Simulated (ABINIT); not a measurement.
Crystal: Ti.

```xyz
1
Lattice="-1.6410 1.6410 1.6410 1.6410 -1.6410 1.6410 1.6410 1.6410 -1.6410" Properties=species:S:1:pos:R:3 pbc="T T T"
Ti    0.0000    0.0000    0.0000
```

This isn't the form of Ti at room conditions, which is hcp.

Program: ABINIT 10.8.3 (patched build). Alike in all runs: no spin polarisation; cell as given; smearing fermi-dirac 0.05 eV.

Task: Order these runs on this cell by their pressure, lowest first.
A. level r2SCAN; potentials or basis JTH PAW PBE v2.0; k mesh 7 × 7 × 7; cutoff (eV) 490; fine-grid cutoff 979.61 eV; mesh quality coarse
B. level LDA; potentials or basis PseudoDojo NC SR LDA v0.4 stringent; k mesh 11 × 11 × 11; cutoff (eV) 1143; mesh quality not flagged
C. level PBEsol; potentials or basis JTH PAW PBE v2.0; k mesh 7 × 7 × 7; cutoff (eV) 408; fine-grid cutoff 816.342 eV; mesh quality coarse
D. level PBE; potentials or basis JTH PAW PBE v2.0; k mesh 7 × 7 × 7; cutoff (eV) 408; fine-grid cutoff 816.342 eV; mesh quality coarse
E. level RPBE; potentials or basis JTH PAW PBE v2.0; k mesh 11 × 11 × 11; cutoff (eV) 408; fine-grid cutoff 816.342 eV; mesh quality not flagged

Result: B (-10.9 GPa), C (-5.6 GPa), A (-3.3 GPa), D (-1.4 GPa), E (0.8 GPa).

Caveats: some runs use coarse meshes; the PAW data sets were made with another functional, which shifts forces and pressure a little (some runs).
